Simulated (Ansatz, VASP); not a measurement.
**One calculation of AgCl, two programs**

```
CELL_PARAMETERS angstrom
0.00000 2.72446 2.72446
2.72446 0.00000 2.72446
2.72446 2.72446 0.00000
ATOMIC_POSITIONS crystal
Ag 0.00000 0.00000 0.00000
Cl 0.50000 0.50000 0.50000
```

Alike in both runs: functional PBEsol; k mesh 8 × 8 × 8; occupations gaussian, width 0.02 eV; no spin polarisation.

Ansatz relaxed the structure, and its values are those at the end. VASP's run is a single point on that final structure, the one shown.

|  | VASP | Ansatz |
| --- | --- | --- |
| version | VASP 6.6.1 | Ansatz 0.2.0 |
| potentials or method | VASP PAW PBE potentials, release 64 (Ag, Cl) | scalar-relativistic, plane waves, PAW |
| plane-wave cutoff (eV) | 520 | 420 |
| valence electrons in the cell | 18 | 26 |

Ansatz gave:

```
gap on the k mesh at the Fermi level (eV) : 0.72
least direct gap on the mesh (eV)         : 3.22
pressure (GPa)                            : 0.0
```

Task: Estimate VASP's values.

Result: gap on the k mesh at the Fermi level (eV): 0.72; least direct gap on the mesh (eV): 3.22; pressure (GPa): -0.1.

With one functional, cell and mesh, what is left measures potentials, basis and numerics. The two sets of potentials don't hold the same shells in valence.

Caveats: the PAW data sets were made with another functional, which shifts forces and pressure a little (VASP). A k mesh can miss the band edges. A hybrid or GW would open this gap; PBEsol tends to underestimate it.
